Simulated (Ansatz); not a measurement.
# Sc (bcc type): the cost of one run

Method: DFT PBE, with the methods named in each step, in Ansatz 0.2.0.

### 1 The structure to begin with

The structure is cubic, space group Im-3m (No. 229). The conventional cell has a = 3.671 Å, b = 3.671 Å, c = 3.671 Å, α = 90.00°, β = 90.00°, γ = 90.00°. Sc (site symmetry m-3m) is surrounded by 8 Sc at 3.18 Å.

As a file:

```cif
data_structure
_symmetry_space_group_name_H-M 'P 1'
_symmetry_Int_Tables_number 1
_cell_length_a 3.1791
_cell_length_b 3.1791
_cell_length_c 3.1791
_cell_angle_alpha 109.471
_cell_angle_beta 109.471
_cell_angle_gamma 109.471
_cell_volume 24.73
loop_
_atom_site_label
_atom_site_type_symbol
_atom_site_fract_x
_atom_site_fract_y
_atom_site_fract_z
_atom_site_occupancy
Sc1 Sc 0.00000 0.00000 0.00000 1
```

Whether this phase is the stable one at these pressures isn't tested.

### 2 Cell relaxed at zero pressure, PAW

input.yaml reads:

```yaml
crystal:
  lattice:
    - [-1.8354594251, 1.8354594251, 1.8354594251]
    - [1.8354594251, -1.8354594251, 1.8354594251]
    - [1.8354594251, 1.8354594251, -1.8354594251]
  atoms:
    - { symbol: Sc, position: [0.0, 0.0, 0.0] }
kpoints:
  mp_grid: { grid: [16, 16, 16] }
scf:
  occupations: { method: fermi_dirac, width: 0.05 }
hamiltonian:
  xc: pbe
  pseudopotentials: { kind: paw }
output:
  forces: true
  stress: true
relax:
  f_tol: 0.005
  max_steps: 40
  cell: {}
```

Command:

```bash
$ ansatz run input.yaml --threads 1 --pin off --max-ram 2048MiB --backend cpu --events-out ev --progress --plain --runs-dir out
```

What time and memory should one allow on 1 thread of Arm Neoverse V1, shared host?

About 5.6 s, with a peak of 0.32 GiB.
